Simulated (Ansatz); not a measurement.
Reaction (formal exchange of groups at the Si–C bond): `OCCC[SiH3]` + `CSC(C)S` → `CSC([SiH3])S` + `CCCCO`

Isolated molecules relaxed with PBE0-D4/def2-TZVP in Ansatz; ΔE leaves out vibrations. CBS: MP2 limit from def2 TZ/QZ plus the TZ coupled-cluster correction, frozen cores. DFT in def2-TZVPP. One conformer a species, not always the lowest.

(1) Is it downhill or uphill in electronic energy at CCSD(T)/CBS, and by how much? (An estimate is asked.)

(2) What do these levels give: PBE0-D4, r2SCAN, PBE0, MP2/def2-TZVPP, CCSD/def2-TZVPP, HF/def2-QZVPP? (An estimate is asked.)

Largest T1 diagnostic among the species: 0.011.

## Answers

(1) Computed: Nearly level: ΔE = +0.03 eV.

(2) Ansatz gave: PBE0-D4 0.03, r2SCAN 0.03, PBE0 0.02, MP2/def2-TZVPP 0.05, CCSD/def2-TZVPP 0.04, HF/def2-QZVPP 0.01 eV.
